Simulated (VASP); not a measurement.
MnS: single point with PBE

Crystal: MnS.

```
CELL_PARAMETERS angstrom
0.00000 2.60450 2.60450
2.60450 0.00000 2.60450
2.60450 2.60450 0.00000
ATOMIC_POSITIONS crystal
Mn 0.00000 0.00000 0.00000
S 0.50000 0.50000 0.50000
```

| Item | Value |
| --- | --- |
| Program | VASP 6.6.1 |
| Task | single point |
| Functional | PBE |
| Potentials or basis | VASP PAW PBE potentials, release 64 (Mn_pv, S) |
| Cutoff | 520 eV |
| k mesh | 9 × 9 × 9 |
| Occupations | fermi-dirac, width 0.05 eV |
| Spin | collinear spin, ferromagnetic start |
| Starting moments | [5.5, 0.0] μB |
| Further INCAR settings | ALGO = Normal; EDIFF = 1e-06; NBANDS = 20 |

| Quantity | Value |
| --- | --- |
| Pressure | -2.9 GPa |
| Band gap on the k mesh | none (metal or under the smearing width) |
| Net moment | 4.71 μB per cell |
| Site moments | Mn +4.26; S +0.11 μB |
| Valence electrons inside the program's atomic spheres | Mn 11.30; S 3.73 |

Levels at points of the mesh, in eV from the Fermi level:
Spin up:
| k point | band 8 | band 9 | band 10 | band 11 | band 12 | band 13 | band 14 | band 15 | band 16 | band 17 |
| --- | --- | --- | --- | --- | --- | --- | --- | --- | --- | --- |
| (0.00, 0.00, 0.00) | -3.28 | -3.28 | -1.87 | -1.87 | -1.87 | 1.72 | 8.60 | 8.60 | 8.60 | 10.63 |
Spin down:
| k point | band 3 | band 4 | band 5 | band 6 | band 7 | band 8 | band 9 | band 10 | band 11 | band 12 |
| --- | --- | --- | --- | --- | --- | --- | --- | --- | --- | --- |
| (0.00, 0.00, 0.00) | -46.16 | -14.28 | -1.65 | -1.65 | -1.65 | 0.32 | 0.32 | 0.32 | 0.36 | 0.36 |

Run time: 29 s on 1 thread of AMD EPYC 9R45 (Zen 5), on a shared host, peak memory 0.15 GiB.

Caveat: a cell with one magnetic atom can't hold antiferromagnetic order, which such compounds often take; semilocal functionals often make such compounds metallic where correlation or magnetic order opens a gap, which also shifts bond lengths. With open d or f shells a metallic result of PBE can be an artefact of self-interaction; +U or a hybrid may open a gap.
